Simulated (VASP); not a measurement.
# TiO2 under pressure and tension

How does TiO2 change with the volume? The starting structure is a measured crystal structure from the Crystallography Open Database. All runs use LDA. The equilibrium cell comes from relaxations that aren't shown. At each volume, shape and positions are relaxed as far as symmetry leaves them free.

Calculated with VASP 6.6.1; Kohn-Sham DFT with plane waves and PAW; LDA.

### 1. The structure

It takes space group I4_1/amd (No. 141, tetragonal). The conventional cell has a = 3.785 Å, b = 3.785 Å, c = 9.520 Å, α = 90.00°, β = 90.00°, γ = 90.00°. Nearest to Ti lie 6 O at 1.93 to 2.00 Å. Nearest to O lie 3 Ti at 1.93 to 2.00 Å. Farther neighbours and most contacts between anions are not listed.

As a file:

```cif
data_structure
_symmetry_space_group_name_H-M 'I4_1/amd:1'
_symmetry_Int_Tables_number 141
_cell_length_a 3.7850
_cell_length_b 3.7850
_cell_length_c 9.5196
_cell_angle_alpha 90.000
_cell_angle_beta 90.000
_cell_angle_gamma 90.000
_cell_volume 136.38
loop_
_atom_site_label
_atom_site_type_symbol
_atom_site_symmetry_multiplicity
_atom_site_Wyckoff_symbol
_atom_site_fract_x
_atom_site_fract_y
_atom_site_fract_z
_atom_site_occupancy
Ti1 Ti 4 a 0.00000 0.00000 0.00000 1
O1 O 8 e 0.00000 0.00000 0.21017 1
```

### 2. Relaxation at the equilibrium volume

INCAR

```
SYSTEM = TiO2
PREC = Accurate
ENCUT = 560
EDIFF = 1E-07
NELM = 100
ISMEAR = 0
SIGMA = 0.03
LREAL = .FALSE.
ALGO = Normal
GGA = CA
NBANDS = 30
LASPH = .TRUE.
LORBIT = 11
LWAVE = .FALSE.
LCHARG = .FALSE.
KPAR = 8
IBRION = 2
NSW = 50
ISIF = 4
EDIFFG = -0.003
```

POSCAR

```
TiO2
1.0
   -1.8733736995      1.8733736995      4.7309504389
    1.8733736995     -1.8733736995      4.7309504389
    1.8733736995      1.8733736995     -4.7309504389
Ti O
2 4
Direct
    0.0000000000      0.0000000000      0.0000000000
    0.7500000000      0.2500000000      0.5000000000
    0.2081519933      0.2081519933      0.0000000000
    0.9581519933      0.4581519933      0.5000000000
    0.5418480067      0.0418480067      0.5000000000
    0.7918480067      0.7918480067      0.0000000000
```

KPOINTS

```
Automatic mesh
0
Gamma
8 8 8
0 0 0
```

Potentials, in the order of the species: Ti_sv and O (LDA family, release 64).

Run with:

```bash
$ mpirun -np 8 vasp_std
```

The log of the run:

```text
[banner, memory and clock lines left out]
running    8 mpi-ranks, on    1 nodes
 distrk:  each k-point on    1 cores,    8 groups
 distr:  one band on    1 cores,    1 groups

 POSCAR found type information on POSCAR TiO
 POSCAR found :  2 types and       6 ions
|                                                                             |
|           W    W    AA    RRRRR   N    N  II  N    N   GGGG   !!!           |
|           W    W   A  A   R    R  NN   N  II  NN   N  G    G  !!!           |
|           W    W  A    A  R    R  N N  N  II  N N  N  G       !!!           |
|           W WW W  AAAAAA  RRRRR   N  N N  II  N  N N  G  GGG   !            |
|           WW  WW  A    A  R   R   N   NN  II  N   NN  G    G                |
|           W    W  A    A  R    R  N    N  II  N    N   GGGG   !!!           |
|                                                                             |
|     For optimal performance we recommend to set                             |
|       NCORE = 2 up to number-of-cores-per-socket                            |
|     NCORE specifies how many cores store one orbital (NPAR=cpu/NCORE).      |
|     This setting can greatly improve the performance of VASP for DFT.       |
|     The default, NCORE=1 might be grossly inefficient on modern             |
|     multi-core architectures or massively parallel machines. Do your        |
|     Unfortunately you need to use the default for GW and RPA                |
|     calculations (for HF NCORE is supported but not extensively tested      |
|     yet).                                                                   |
|                                                                             |

 LDA part: xc-table for (Slater(with rela. corr.)+CA(PZ))
 , standard interpolation
 POSCAR, INCAR and KPOINTS ok, starting setup
 FFT: planning ... GRIDC
 FFT: planning ... GRID_SOFT
 FFT: planning ... GRID
 WAVECAR not read
 entering main loop
       N       E                     dE             d eps       ncg     rms          rms(c)
DAV:   1     0.683883361289E+03    0.68388E+03   -0.25774E+04  3540   0.196E+03
DAV:   2     0.398476759521E+02   -0.64404E+03   -0.61198E+03  3792   0.566E+02
DAV:   3    -0.702385622977E+02   -0.11009E+03   -0.10811E+03  5246   0.209E+02
DAV:   4    -0.751963789198E+02   -0.49578E+01   -0.49518E+01  5002   0.454E+01
DAV:   5    -0.753962383824E+02   -0.19986E+00   -0.19981E+00  4828   0.740E+00    0.326E+01
DAV:   6    -0.594468194148E+02    0.15949E+02   -0.10060E+02  4602   0.977E+01    0.118E+01
DAV:   7    -0.590580863111E+02    0.38873E+00   -0.14914E+01  4490   0.322E+01    0.882E+00
DAV:   8    -0.589594325608E+02    0.98654E-01   -0.29102E+00  4234   0.176E+01    0.345E+00
DAV:   9    -0.588379453045E+02    0.12149E+00   -0.78882E-01  4356   0.854E+00    0.103E+00
DAV:  10    -0.588444199886E+02   -0.64747E-02   -0.99920E-02  4210   0.262E+00    0.470E-01
DAV:  11    -0.588403616339E+02    0.40584E-02   -0.23819E-02  3990   0.985E-01    0.780E-02
DAV:  12    -0.588404815012E+02   -0.11987E-03   -0.18340E-03  4212   0.466E-01    0.128E-01
DAV:  13    -0.588403501308E+02    0.13137E-03   -0.48682E-04  4358   0.240E-01    0.256E-02
DAV:  14    -0.588403498231E+02    0.30773E-06   -0.43703E-05  4926   0.596E-02    0.979E-03
DAV:  15    -0.588403498775E+02   -0.54359E-07   -0.74453E-06  4486   0.290E-02    0.367E-03
DAV:  16    -0.588403497180E+02    0.15948E-06   -0.82852E-07  4204   0.100E-02    0.192E-03
DAV:  17    -0.588403496946E+02    0.23414E-07   -0.16304E-07  2252   0.418E-03
   1 F= -.58840350E+02 E0= -.58840350E+02  d E =-.588403E+02
 curvature:   0.00 expect dE= 0.000E+00 dE for cont linesearch  0.000E+00
 trial: gam= 0.00000 g(F)=  0.130E-05 g(S)=  0.548E-06 ort = 0.000E+00 (trialstep = 0.100E+01)
 search vector abs. value=  0.185E-05
 reached required accuracy - stopping structural energy minimisation
```

Elapsed: 50 s, on 8 MPI ranks of Intel Xeon Platinum 8488C (Sapphire Rapids), shared host; peak memory 2.4 GiB; 6.4 min of CPU time.

Lines that name or quote the potential files are left out of all logs, and their timing lines are given in words.

Parts of OUTCAR (step 2):

```text
ion  position               nearest neighbor table
   1  0.000  0.000  0.000-   4 1.91   5 1.91   5 1.91   4 1.91   3 1.97   6 1.97
   2  0.750  0.250  0.500-   3 1.91   6 1.91   6 1.91   3 1.91   4 1.97   5 1.97
   3  0.208  0.208  0.000-   2 1.91   2 1.91   1 1.97
   4  0.958  0.458  0.500-   1 1.91   1 1.91   2 1.97
   5  0.542  0.042  0.500-   1 1.91   1 1.91   2 1.97
   6  0.792  0.792  0.000-   2 1.91   2 1.91   1 1.97

  LATTYP: Found a body centered tetragonal cell.
 ALAT       =     3.7467473990
 C/A-ratio  =     2.5253639678

 Subroutine GETGRP returns: Found 16 space group operations
 (whereof  8 operations were pure point group operations)

The static configuration has the point symmetry D_2d.
 The point group associated with its full space group is D_4h.

 Found     59 irreducible k-points:

   k-points           NKPTS =     59   k-points in BZ     NKDIM =     59   number of bands    NBANDS=     30

   dimension x,y,z NGX =    42 NGY =   42 NGZ =   42
   dimension x,y,z NGXF=    84 NGYF=   84 NGZF=   84

   ENCUT  =  560.0 eV  41.16 Ry    6.42 a.u.  10.46 10.46 10.46*2*pi/ulx,y,z

   NELECT =      48.0000    total number of electrons

 k-points in reciprocal lattice and weights: Automatic mesh
   0.00000000  0.00000000  0.00000000       0.002
   0.12500000 -0.00000000  0.00000000       0.016
   0.25000000 -0.00000000  0.00000000       0.016
   0.37500000  0.00000000  0.00000000       0.016
   0.50000000 -0.00000000  0.00000000       0.008
   0.12500000  0.12500000  0.00000000       0.016
   0.25000000  0.12500000  0.00000000       0.031
   0.37500000  0.12500000  0.00000000       0.031
   0.50000000  0.12500000  0.00000000       0.031
[...]
-0.37500000 -0.37500000  0.37500000       0.004
   0.50000000  0.50000000  0.50000000       0.002

 average (electrostatic) potential at core
       1 -76.9249       2 -76.9249       3 -71.2772       4 -71.2772       5 -71.2772
       6 -71.2772

 E-fermi :   3.4593

 k-point     1 :       0.0000    0.0000    0.0000
  band No.  band energies     occupation
    ...
     20       2.5439      2.00000
     21       2.5644      2.00000
     22       2.5644      2.00000
     23       2.8281      2.00000
     24       2.8281      2.00000
     25       5.3858      0.00000
     26       6.1828      0.00000
     27       7.3897      0.00000
     28       7.3897      0.00000
     29       7.4212      0.00000
    ...

 k-point     2 :       0.1250   -0.0000    0.0000
  band No.  band energies     occupation
    ...
     20       2.1983      2.00000
     21       2.4257      2.00000
     22       2.5380      2.00000
     23       2.6311      2.00000
     24       2.8577      2.00000
     25       5.7724      0.00000
     26       6.2462      0.00000
     27       6.9953      0.00000
     28       7.1680      0.00000
     29       7.3431      0.00000
    ...

 k-point     3 :       0.2500   -0.0000    0.0000
  band No.  band energies     occupation
    ...
     20       1.5963      2.00000
     21       1.8919      2.00000
     22       2.4857      2.00000
     23       2.5542      2.00000
     24       2.8018      2.00000
     25       6.3056      0.00000
     26       6.6023      0.00000
     27       6.7080      0.00000
     28       6.9825      0.00000
     29       7.2702      0.00000
    ...

  Total       -0.0009468     -0.0009468     -0.0110593      0.0000000     -0.0000000      0.0000000
  in kB       -0.0228407     -0.0228407     -0.2667973      0.0000000     -0.0000000      0.0000000
  external PRESSURE =      -0.1041596 kB  Pullay stress =       0.0000000 kB

  energy-cutoff  :      560.00
  volume of cell :       66.41
      direct lattice vectors                 reciprocal lattice vectors
    -1.873373700  1.873373700  4.730950439     0.000000000  0.266898164  0.105687009
     1.873373700 -1.873373700  4.730950439     0.266898164  0.000000000  0.105687009
     1.873373700  1.873373700 -4.730950439     0.266898164  0.266898164  0.000000000

 POSITION                                       TOTAL-FORCE (eV/Angst)
 -----------------------------------------------------------------------------------
      0.00000      0.00000      0.00000        -0.000000     -0.000000     -0.000000
      0.00000      1.87337      2.36548        -0.000000     -0.000000     -0.000000
      0.00000      0.00000      1.96951         0.000000     -0.000000     -0.002593
      0.00000      1.87337      4.33499        -0.000000      0.000000     -0.002593
      0.00000      1.87337      0.39596        -0.000000      0.000000      0.002593
      0.00000      0.00000      7.49239         0.000000     -0.000000      0.002593
 -----------------------------------------------------------------------------------
    total drift:                                0.000000     -0.000000     -0.000000

  FREE ENERGIE OF THE ION-ELECTRON SYSTEM (eV)
  ---------------------------------------------------
  free  energy   TOTEN  =       -58.8403496946 eV

  energy  without entropy=      -58.8403496946  energy(sigma->0) =      -58.84034969

 reached required accuracy - stopping structural energy minimisation

 total charge
# of ion       s       p       d       tot
------------------------------------------
    1        2.236   6.326   1.813  10.375
    2        2.236   6.326   1.813  10.375
    3        1.560   3.497   0.000   5.057
    4        1.560   3.497   0.000   5.057
    5        1.560   3.497   0.000   5.057
    6        1.560   3.497   0.000   5.057
--------------------------------------------------
tot         10.713  26.639   3.626  40.978

[... 3 further parts left out ...]
```

The run keeps the 16 symmetry operations of its start, so it cannot find a distortion of lower symmetry.

The equilibrium volume: 11.069 Å³ an atom and a pressure of -0.01 GPa, and 2.090 eV of gap on the mesh.

### 3. Relaxation at 0.96 of the equilibrium volume

INCAR is that of step 2.

POSCAR, as its differences from that of step 2:

```diff
@@ -2,5 +2,5 @@
 1.0
-   -1.8733736995      1.8733736995      4.7309504389
-    1.8733736995     -1.8733736995      4.7309504389
-    1.8733736995      1.8733736995     -4.7309504389
+   -1.8480547350      1.8480547350      4.6670108382
+    1.8480547350     -1.8480547350      4.6670108382
+    1.8480547350      1.8480547350     -4.6670108382
 Ti O
```

KPOINTS is that of step 2.

Run with:

```bash
$ mpirun -np 8 vasp_std
```

The log of the run:

```text
[banner, memory and clock lines left out]
running    8 mpi-ranks, on    1 nodes
[...]
[... a notice as in an earlier step ...]

 LDA part: xc-table for (Slater(with rela. corr.)+CA(PZ))
 , standard interpolation
 POSCAR, INCAR and KPOINTS ok, starting setup
[...]
entering main loop
       N       E                     dE             d eps       ncg     rms          rms(c)
DAV:   1     0.695592962176E+03    0.69559E+03   -0.25843E+04  3540   0.197E+03
DAV:   2     0.419994188117E+02   -0.65359E+03   -0.62081E+03  3794   0.570E+02
DAV:   3    -0.697770457373E+02   -0.11178E+03   -0.10885E+03  5298   0.211E+02
DAV:   4    -0.747684242369E+02   -0.49914E+01   -0.49851E+01  4910   0.457E+01
[...]
DAV:  15    -0.587509902478E+02   -0.33043E-06   -0.91822E-06  4570   0.322E-02    0.621E-03
DAV:  16    -0.587509898945E+02    0.35338E-06   -0.15609E-06  4148   0.144E-02    0.161E-03
DAV:  17    -0.587509898871E+02    0.73969E-08   -0.18088E-07  2358   0.347E-03
   1 F= -.58750990E+02 E0= -.58750990E+02  d E =-.587510E+02
[... from here on, the cycles between the ionic steps are left out ...]
   2 F= -.58757139E+02 E0= -.58757139E+02  d E =-.614899E-02
   3 F= -.58757140E+02 E0= -.58757140E+02  d E =-.615043E-02
   4 F= -.58763755E+02 E0= -.58763755E+02  d E =-.661457E-02
   5 F= -.58769938E+02 E0= -.58769938E+02  d E =-.127978E-01
   6 F= -.58769979E+02 E0= -.58769979E+02  d E =-.128383E-01
   7 F= -.58769975E+02 E0= -.58769975E+02  d E =-.128344E-01
   8 F= -.58769946E+02 E0= -.58769946E+02  d E =0.291191E-04
   9 F= -.58769991E+02 E0= -.58769991E+02  d E =-.162734E-04
[...]
reached required accuracy - stopping structural energy minimisation
```

It took 3.1 min on 8 MPI ranks; peak memory 2.6 GiB.

From OUTCAR (step 3):

```text
  Total        3.1474555      3.1474555      3.1723863      0.0000000      0.0000000      0.0000000
  in kB       79.0936689     79.0936689     79.7201656      0.0000000      0.0000000      0.0000000
  external PRESSURE =      79.3025011 kB  Pullay stress =       0.0000000 kB

 POSITION                                       TOTAL-FORCE (eV/Angst)
 -----------------------------------------------------------------------------------
      0.00000     -0.00000      0.00000         0.000000      0.000000     -0.000000
     -0.00000      1.86566      2.28968         0.000000      0.000000     -0.000000
      0.00000      0.00000      1.94610        -0.000000      0.000000      0.000017
      0.00000      1.86566      4.23578         0.000000     -0.000000      0.000017
      0.00000      1.86566      0.34358         0.000000     -0.000000     -0.000017
      0.00000      0.00000      7.21261        -0.000000      0.000000     -0.000017
 -----------------------------------------------------------------------------------
    total drift:                                0.000000      0.000000     -0.000000

  FREE ENERGIE OF THE ION-ELECTRON SYSTEM (eV)
  ---------------------------------------------------
  free  energy   TOTEN  =       -58.7699909830 eV

  energy  without entropy=      -58.7699909830  energy(sigma->0) =      -58.76999098

[... 2 parts as in an earlier step ...]

[... 2 further parts left out ...]
[key lines of the parts left out:]
E-fermi :   4.0169
```

Logs of long relaxations may skip ionic steps without a mark.

0.96 of the equilibrium volume: 10.626 Å³ an atom and a pressure of 7.93 GPa, and 1.975 eV of gap on the mesh.

### 4. Relaxation at 1.04 of the equilibrium volume

INCAR is that of step 3.

POSCAR, as its differences from that of step 3:

```diff
@@ -2,5 +2,5 @@
 1.0
-   -1.8480547350      1.8480547350      4.6670108382
-    1.8480547350     -1.8480547350      4.6670108382
-    1.8480547350      1.8480547350     -4.6670108382
+   -1.8980261805      1.8980261805      4.7932069262
+    1.8980261805     -1.8980261805      4.7932069262
+    1.8980261805      1.8980261805     -4.7932069262
 Ti O
```

KPOINTS is that of step 3.

Run with:

```bash
$ mpirun -np 8 vasp_std
```

The log of the run:

```text
[... set-up lines as in an earlier step ...]
 entering main loop
       N       E                     dE             d eps       ncg     rms          rms(c)
DAV:   1     0.680387395039E+03    0.68039E+03   -0.25746E+04  3540   0.194E+03
DAV:   2     0.383067413382E+02   -0.64208E+03   -0.60972E+03  3818   0.558E+02
DAV:   3    -0.705826228637E+02   -0.10889E+03   -0.10607E+03  5176   0.207E+02
DAV:   4    -0.754648246797E+02   -0.48822E+01   -0.48760E+01  5058   0.447E+01
[...]
DAV:  14    -0.587721845893E+02   -0.15268E-05   -0.36311E-05  5010   0.560E-02    0.136E-02
DAV:  15    -0.587721833849E+02    0.12043E-05   -0.10566E-05  4596   0.331E-02    0.308E-03
DAV:  16    -0.587721833874E+02   -0.25038E-08   -0.35300E-07  3592   0.610E-03
   1 F= -.58772183E+02 E0= -.58772183E+02  d E =-.587722E+02
[... from here on, the cycles between the ionic steps are left out ...]
   2 F= -.58778039E+02 E0= -.58778039E+02  d E =-.585596E-02
   3 F= -.58778234E+02 E0= -.58778234E+02  d E =-.605018E-02
   4 F= -.58782090E+02 E0= -.58782090E+02  d E =-.385613E-02
   5 F= -.58785392E+02 E0= -.58785392E+02  d E =-.715885E-02
   6 F= -.58785400E+02 E0= -.58785400E+02  d E =-.716650E-02
   7 F= -.58785398E+02 E0= -.58785398E+02  d E =-.716418E-02
   8 F= -.58785402E+02 E0= -.58785402E+02  d E =-.457808E-05
   9 F= -.58785404E+02 E0= -.58785404E+02  d E =-.665555E-05
[...]
reached required accuracy - stopping structural energy minimisation
```

Run time: 3 min. Hardware: 8 MPI ranks; peak memory 2.7 GiB; 24 min of CPU time.

From OUTCAR (step 4):

```text
  Total       -3.0513648     -3.0513648     -3.0666546      0.0000000     -0.0000000      0.0000000
  in kB      -70.7805844    -70.7805844    -71.1352531      0.0000000     -0.0000000      0.0000000
  external PRESSURE =     -70.8988073 kB  Pullay stress =       0.0000000 kB

 POSITION                                       TOTAL-FORCE (eV/Angst)
 -----------------------------------------------------------------------------------
      0.00000     -0.00000      0.00000         0.000000      0.000000     -0.000000
      0.00000      1.88455      2.43099         0.000000      0.000000     -0.000000
      0.00000      0.00000      1.99216        -0.000000      0.000000      0.000940
      0.00000      1.88455      4.42316         0.000000     -0.000000      0.000940
     -0.00000      1.88455      0.43883         0.000000     -0.000000     -0.000940
      0.00000      0.00000      7.73182        -0.000000      0.000000     -0.000940
 -----------------------------------------------------------------------------------
    total drift:                               -0.000000      0.000000     -0.000000

  FREE ENERGIE OF THE ION-ELECTRON SYSTEM (eV)
  ---------------------------------------------------
  free  energy   TOTEN  =       -58.7854044040 eV

  energy  without entropy=      -58.7854044040  energy(sigma->0) =      -58.78540440

[... 2 parts as in an earlier step ...]

[... 2 further parts left out ...]
[key lines of the parts left out:]
E-fermi :   3.1352
```

1.04 of the equilibrium volume: 11.512 Å³ an atom and a pressure of -7.09 GPa, and 2.122 eV of gap on the mesh.

[end of part 1 of 2]

[Lines on the potential files, build, host, timing and source positions are cut from VASP's logs without a mark.]

[Logs are printed without paths, hosts, clocks, repeated set-up lines and the standing remarks that a program may print on its own settings, such as how far it seeks lower states.]

[Hosts, paths, dates, database ids (printed as entryN), source tags and the programs' standing remarks are cut or masked in the printed files.]
